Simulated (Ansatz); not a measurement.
Mn3Si:

```
Mn Si
1.0
     0.00000    2.86100    2.86100
     2.86100    0.00000    2.86100
     2.86100    2.86100    0.00000
Mn Si
3 1
Cartesian
  4.2915 4.2915 4.2915
  1.4305 1.4305 1.4305
  2.8610 2.8610 2.8610
  0.0000 0.0000 0.0000
```

Base run:

* Program: Ansatz 0.2.0
* Functional: LDA
* Potentials or basis: all-electron LAPW, scalar-relativistic
* Cutoff: 282 eV
* Density cutoff: 1129 eV
* Basis error allowed: 0.002 eV/atom
* k mesh: 8 × 8 × 8
* Occupations: fermi-dirac, width 0.05 eV
* Spin: collinear spin, ferromagnetic start
* Starting moments: [4.0, 4.0, 4.0, 0.0] μB

Its results: pressure -23.3 GPa; net moment 1.04 μB per cell; site moments Mn -0.73, +2.44; Si +0.03 μB.

Task: The run is repeated on the same cell with these changes: functional from LDA to PBEsol. What comes out?

Result: Pressure -15.9 GPa; net moment 1.01 μB per cell; site moments Mn -0.84, +2.63; Si +0.04 μB.

PBEsol binds less tightly than LDA, so the same cell stands under more pressure.

Not every run made on this cell is shown here.
